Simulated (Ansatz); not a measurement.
**SiO2 under pressure**

The calculation used Ansatz, DFT LDA, scalar-relativistic, plane waves, PAW. Settings: 420 eV cutoff, 6×6×4 k-mesh, Gaussian smearing of 0.02 eV, no spin polarisation.

The relaxed crystal:

```
Si O
1.0
     4.94835    0.00000    0.00000
     0.00000    4.94835    0.00000
     0.00000    0.00000    6.87830
Si O
4 8
Direct
  0.19615 0.19615 0.00000
  0.30385 0.69615 0.75000
  0.69615 0.30385 0.25000
  0.80385 0.80385 0.50000
  0.61230 0.73752 0.68284
  0.38770 0.26248 0.18284
  0.73752 0.61230 0.31716
  0.23752 0.88770 0.93284
  0.26248 0.38770 0.81716
  0.11230 0.76248 0.56716
  0.88770 0.23752 0.06716
  0.76248 0.11230 0.43284
```

Cell and atoms are relaxed at each pressure within the symmetry of the start, at zero temperature, so transitions that lower the symmetry aren't seen. The k-mesh given is that at zero pressure and may differ at others. Gaps are Kohn–Sham gaps over the whole zone.

**Question.** Give the structure at 10 GPa.

**Answer.**
```
Si O
1.0
     4.52597    0.00000    0.00000
     0.00000    4.52597    0.00000
     0.00000    0.00000    6.02045
Si O
4 8
Cartesian
  0.7002 0.7002 0.0000
  1.5628 2.9632 4.5153
  2.9632 1.5628 1.5051
  3.8258 3.8258 3.0102
  3.1280 3.2589 4.3448
  1.3979 1.2671 1.3346
  3.2589 3.1280 1.6757
  0.9959 3.6609 5.8499
  1.2671 1.3979 4.6859
  0.8650 3.5301 3.1808
  3.6609 0.9959 0.1706
  3.5301 0.8650 2.8397
```
It takes space group P4_32_12 (No. 96, tetragonal). The conventional cell has a = 4.526 Å, b = 4.526 Å, c = 6.020 Å, α = 90.00°, β = 90.00°, γ = 90.00°. Around Si (site symmetry 2) lie 4 O at 1.60 to 1.61 Å. Around O (site symmetry 1) lie 2 Si at 1.60 to 1.61 Å.

This form isn't the usual stable structure of the compound.